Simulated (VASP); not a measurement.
# KI (Fm-3m) in VASP: notebook

The runs below take KI through equation of state, with PBE, PBEsol.

Program: VASP 6.6.1. These are calculated values, not measurements. Logs are shortened: lines on timing, memory, paths and dates and some standing lists are left out, and cuts for length are marked.

### Step 1. Starting point

It takes space group Fm-3m (No. 225, cubic). The conventional cell has a = 7.066 Å, b = 7.066 Å, c = 7.066 Å, α = 90.00°, β = 90.00°, γ = 90.00°. Around I (site symmetry m-3m) lie 6 K at 3.53 Å. K (site symmetry m-3m) is surrounded by 6 I at 3.53 Å.

### Step 2. Equation of state, PBE, 41.45 Å³/atom (volume scaled by 0.94)

Contents of INCAR:

```
SYSTEM = KI
PREC = Accurate ; ENCUT = 520
EDIFF = 1E-7 ; ISMEAR = -1
SIGMA = 0.05 ; LREAL = .FALSE.
LASPH = .TRUE. ; NELM = 80
ALGO = Normal ; ISIF = 2
LWAVE = .FALSE. ; LCHARG = .FALSE.
GGA = PE ; NBANDS = 15
```

Contents of KPOINTS:

```
regular mesh
0
G
  7 7 7
  0 0 0
```

Contents of POSCAR:

```
KI
1.0
    0.0000000000      3.4606573152      3.4606573152
    3.4606573152      0.0000000000      3.4606573152
    3.4606573152      3.4606573152      0.0000000000
I K
1 1
Direct
    0.5000000000      0.5000000000      0.5000000000
    0.0000000000      0.0000000000      0.0000000000
```

Potentials or basis: VASP PAW PBE potentials, release 64 (I, K_sv).

Run with:

```bash
$ cat potpaw_PBE.64/I/POTCAR potpaw_PBE.64/K_sv/POTCAR > POTCAR
$ mpirun -np 1 vasp_std > vasp.out
```

OUTCAR:

```text
SYSTEM = KI
   PREC = Accurate
   ENCUT = 520
   EDIFF = 1E-7
   ISMEAR = -1
   LREAL = .FALSE.
   LASPH = .TRUE.
   NELM = 80
   ISIF = 2
   GGA = PE

 Found     20 irreducible k-points:

 Following reciprocal coordinates:
            Coordinates               Weight
  0.000000  0.000000  0.000000      1.000000
  0.142857  0.000000  0.000000      8.000000
  0.285714  0.000000  0.000000      8.000000
  0.428571  0.000000  0.000000      8.000000
  0.142857  0.142857  0.000000      6.000000
  0.285714  0.142857  0.000000     24.000000
   k-points           NKPTS =     20   k-points in BZ     NKDIM =     20   number of bands    NBANDS=     15
   number of dos      NEDOS =    301   number of ions     NIONS =      2
   total plane-waves  NPLWV =  46656
   dimension x,y,z NGX =    36 NGY =   36 NGZ =   36
   dimension x,y,z NGXF=    72 NGYF=   72 NGZF=   72
   ions per type =               1   1
   NGX,Y,Z   is equivalent  to a cutoff of  12.23, 12.23, 12.23 a.u.
   NGXF,Y,Z  is equivalent  to a cutoff of  24.46, 24.46, 24.46 a.u.
 SYSTEM =  KI
   PREC   = accura    normal or accurate (medium, high low for compatibility)
   ISTART =      0    job   : 0-new  1-cont  2-samecut
   ICHARG =      2    charge: 1-file 2-atom 10-const
   ISPIN  =      1    spin polarized calculation?
   LNONCOLLINEAR =      F non collinear calculations
   LSORBIT =      F    spin-orbit coupling
   LASPH  =      T    aspherical Exc in radial PAW
   ENCUT  =  520.0 eV  38.22 Ry    6.18 a.u.   9.10  9.10  9.10*2*pi/ulx,y,z
   NELM   =     80;   NELMIN=  2; NELMDL= -5     # of ELM steps
   EDIFF  = 0.1E-06   stopping-criterion for ELM
   LREAL  =      F    real-space projection
   EDIFFG = 0.1E-05   stopping-criterion for IOM
   NSW    =      0    number of steps for IOM
   IBRION =     -1    ionic relax: 0-MD 1-quasi-New 2-CG
   NFREE  =      0    steps in history (QN), initial steepest desc. (CG)
   ISIF   =      2    stress and relaxation
   ISYM   =      2    0-nonsym 1-usesym 2-fastsym
   POTIM  = 0.5000    time-step for ionic-motion
   TEBEG  =    0.0;   TEEND  =   0.0 temperature during run
   PSTRESS=    0.0 pullay stress
   NELECT =      16.0000    total number of electrons
   NUPDOWN=      -1.0000    fix difference up-down
   EMIN   =  10.00;   EMAX   =-10.00  energy-range for DOS
   EFERMI =   0.00;   METHOD = LEGACY
   ISMEAR =    -1;   SIGMA  =   0.05  broadening in eV -4-tet -1-fermi 0-gaus
   EFERMI_NEDOS =   21; number of points for ismear=-14 and -15
   IALGO  =     38    algorithm
   IMIX   =      4    mixing-type and parameters
     AMIX     =   0.40;   BMIX     =  1.00
     AMIX_MAG =   1.60;   BMIX_MAG =  1.00
  volume/ion in A,a.u.               =      41.45       279.69
  Fermi-wavevector in a.u.,A,eV,Ry     =   0.946120  1.787908 12.179161  0.895143
  Thomas-Fermi vector in A             =   2.074087
   LORBIT       =      0    0 simple, 1 ext, 2 COOP (PROOUT), +10 PAW based schemes
   GGA     = PE    functional components
   LHFCALC =     F    Hartree Fock is set to
   AEXX    =    0.0000 exact exchange contribution
   IVDW    =     0    specifies the selected vdW correction
   LEPSILON=     F    determine dielectric tensor
   LRPA    =     F    only Hartree local field effects (RPA)
 non-spin polarized calculation
  energy-cutoff  :      520.00
  volume of cell :       82.89
 maximum number of plane-waves:      2247
   NGX = 19   NGY = 19   NGZ = 19

 number of electron      15.9999999 magnetization

 Free energy of the ion-electron system (eV)
  ---------------------------------------------------
  ext. energy  EPLUGINS =         0.00000000
  ---------------------------------------------------
  free energy    TOTEN  =        -5.52077132 eV

  energy without entropy =       -5.52077132  energy(sigma->0) =       -5.52077132

 E-fermi :   0.9959     XC(G=0):  -7.4230

 val. band max:       -0.0798839801   @ k =   0.0000   0.0000   0.0000
 cond. band min:       4.0331060377   @ k =   0.0000   0.0000   0.0000
 fundamental gap:      4.1129900177
 Fermi energy:         0.9958587171

 k-point     1 :       0.0000    0.0000    0.0000
  band No.  band energies     occupation
      1     -28.4798      2.00000
      2     -11.9759      2.00000
      3     -11.9759      2.00000
      4     -11.9759      2.00000
      5     -10.6812      2.00000
      6      -0.0799      2.00000
      7      -0.0799      2.00000
      8      -0.0799      2.00000
      9       4.0331      0.00000
     10       6.3841      0.00000
     11       6.3841      0.00000
     12       6.3841      0.00000
     13       7.1441      0.00000
     14       7.1441      0.00000
     15       9.7723      0.00000

 k-point     2 :       0.1429    0.0000    0.0000
  band No.  band energies     occupation
      1     -28.4793      2.00000
      2     -12.0227      2.00000
      3     -11.9764      2.00000
      4     -11.9764      2.00000
      5     -10.6054      2.00000
      6      -0.4420      2.00000
      7      -0.1605      2.00000
      8      -0.1605      2.00000
      9       4.5432      0.00000
     10       6.3184      0.00000
     11       6.6150      0.00000
     12       6.6150      0.00000
     13       7.4048      0.00000
     14       7.4048      0.00000
     15      10.4827      0.00000
[... 41 lines left out ...]
      3     -11.9804      2.00000
      4     -11.9804      2.00000
      5     -10.5928      2.00000
      6      -0.5257      2.00000
      7      -0.1737      2.00000
      8      -0.1737      2.00000
      9       4.6644      0.00000
     10       5.9072      0.00000
     11       6.9052      0.00000
     12       6.9052      0.00000
     13       7.2871      0.00000
     14       7.6560      0.00000
     15      10.6638      0.00000

 k-point     6 :       0.2857    0.1429    0.0000
  band No.  band energies     occupation
      1     -28.4781      2.00000
      2     -12.0802      2.00000
      3     -11.9837      2.00000
      4     -11.9816      2.00000
      5     -10.4890      2.00000
      6      -0.9478      2.00000
      7      -0.3361      2.00000
      8      -0.2996      2.00000
      9       5.3220      0.00000
     10       5.8604      0.00000
     11       7.4158      0.00000
     12       7.4500      0.00000
     13       7.8260      0.00000
     14       8.2046      0.00000
     15      10.3601      0.00000

 [... further k-points ...]
[... 5 lines left out ...]
  --------------------------------------------------------------------------------------
  -------------------------------------------------------------------------------------
  Total        0.8131716      0.8131716      0.8131716      0.0000000      0.0000000      0.0000000
  in kB       15.7176268     15.7176268     15.7176268      0.0000000      0.0000000      0.0000000
  external PRESSURE =      15.7176268 kB  Pullay stress =       0.0000000 kB

 VOLUME and BASIS-vectors are now :
 -----------------------------------------------------------------------------
  energy-cutoff  :      520.00
  volume of cell :       82.89
      direct lattice vectors                 reciprocal lattice vectors
     0.000000000  3.460657315  3.460657315    -0.144481223  0.144481223  0.144481223
     3.460657315  0.000000000  3.460657315     0.144481223 -0.144481223  0.144481223
     3.460657315  3.460657315  0.000000000     0.144481223  0.144481223 -0.144481223

 POSITION                                       TOTAL-FORCE (eV/Angst)
 -----------------------------------------------------------------------------------
      3.46066      3.46066      3.46066         0.000000      0.000000      0.000000
      0.00000      0.00000      0.00000        -0.000000     -0.000000     -0.000000
 -----------------------------------------------------------------------------------
    total drift:                                0.000000      0.000000      0.000000

  FREE ENERGIE OF THE ION-ELECTRON SYSTEM (eV)
  ---------------------------------------------------
  free  energy   TOTEN  =        -5.5207713165 eV

  energy  without entropy=       -5.5207713165  energy(sigma->0) =       -5.52077132
```

OSZICAR:

```text
N       E                     dE             d eps       ncg     rms          rms(c)
DAV:   1     0.902660689851E+02    0.90266E+02   -0.65244E+03   600   0.912E+02
DAV:   2    -0.752183203654E-01   -0.90341E+02   -0.83218E+02   768   0.214E+02
DAV:   3    -0.537996722389E+01   -0.53047E+01   -0.52845E+01   820   0.453E+01
DAV:   4    -0.559086915770E+01   -0.21090E+00   -0.21084E+00   953   0.846E+00
DAV:   5    -0.559249061628E+01   -0.16215E-02   -0.16214E-02   854   0.761E-01    0.346E+00
DAV:   6    -0.551828218072E+01    0.74208E-01   -0.85762E-02   789   0.177E+00    0.244E+00
DAV:   7    -0.551614251942E+01    0.21397E-02   -0.11023E-01   796   0.174E+00    0.783E-01
DAV:   8    -0.552019431919E+01   -0.40518E-02   -0.12120E-02   628   0.735E-01    0.138E-01
DAV:   9    -0.552059946205E+01   -0.40514E-03   -0.71664E-04   852   0.165E-01    0.720E-02
DAV:  10    -0.552073321679E+01   -0.13375E-03   -0.12081E-04   696   0.603E-02    0.195E-02
DAV:  11    -0.552077144862E+01   -0.38232E-04   -0.51579E-05   691   0.413E-02    0.202E-02
DAV:  12    -0.552077097018E+01    0.47844E-06   -0.28670E-06   817   0.135E-02    0.852E-03
DAV:  13    -0.552077117328E+01   -0.20310E-06   -0.49240E-07   712   0.375E-03    0.279E-03
DAV:  14    -0.552077140688E+01   -0.23360E-06   -0.10114E-07   680   0.177E-03    0.728E-04
DAV:  15    -0.552077129776E+01    0.10912E-06   -0.26188E-08   538   0.117E-03    0.799E-04
DAV:  16    -0.552077131652E+01   -0.18767E-07   -0.26653E-09   391   0.330E-04
   1 F= -.55207713E+01 E0= -.55207713E+01  d E =-.293578E-10
```

stdout:

```text
POSCAR found type information on POSCAR I K
 POSCAR found :  2 types and       2 ions
 scaLAPACK will be used
 LDA part: xc-table for (Slater+PW92), standard interpolation
 POSCAR, INCAR and KPOINTS ok, starting setup
 FFT: planning ... GRIDC
 FFT: planning ... GRID_SOFT
 FFT: planning ... GRID
 WAVECAR not read
 entering main loop
```

It took 33 s on 1 thread of Intel Xeon Platinum 8488C (Sapphire Rapids), shared host; peak memory 0.2 GiB.

What came out:

```yaml
Free_energy: -5.5208 eV
Pressure: 1.6 GPa
Band_gap_on_the_k_mesh: 4.11 eV, direct
```

Caveat: spin-orbit coupling is left out, which moves the levels of the heavy elements.

### Step 3. Equation of state, PBE, 42.33 Å³/atom (volume scaled by 0.96)

Contents of INCAR:

```
PREC = Accurate
ENCUT = 520
EDIFF = 1E-7
ISMEAR = -1
SIGMA = 0.05
LREAL = False
LASPH = True
NELM = 60
ALGO = Normal
ISIF = 2
LWAVE = False
LCHARG = False
GGA = PE
NBANDS = 15
```

Contents of KPOINTS:

```
Automatic mesh
0
Gamma
  7 7 7
```

Contents of POSCAR:

```
KI
1.0
    0.0000000000      3.4850289444      3.4850289444
    3.4850289444      0.0000000000      3.4850289444
    3.4850289444      3.4850289444      0.0000000000
I K
1 1
Direct
    0.5000000000      0.5000000000      0.5000000000
    0.0000000000      0.0000000000      0.0000000000
```

Potentials or basis: VASP PAW PBE potentials, release 64 (I, K_sv).

Run with:

```bash
$ cat potpaw_PBE.64/I/POTCAR potpaw_PBE.64/K_sv/POTCAR > POTCAR
$ mpirun -np 1 vasp_std > vasp.out
```

It took 42 s on 1 thread of Intel Xeon Platinum 8488C (Sapphire Rapids), shared host; peak memory 0.23 GiB.

The run converged. Its results:

```
Free energy            : -5.5362 eV
Pressure               : 1.2 GPa
Band gap on the k mesh : 4.06 eV, direct
```

Caveat: spin-orbit coupling is left out, which moves the levels of the heavy elements.

(Continued in part 2 of 2.)
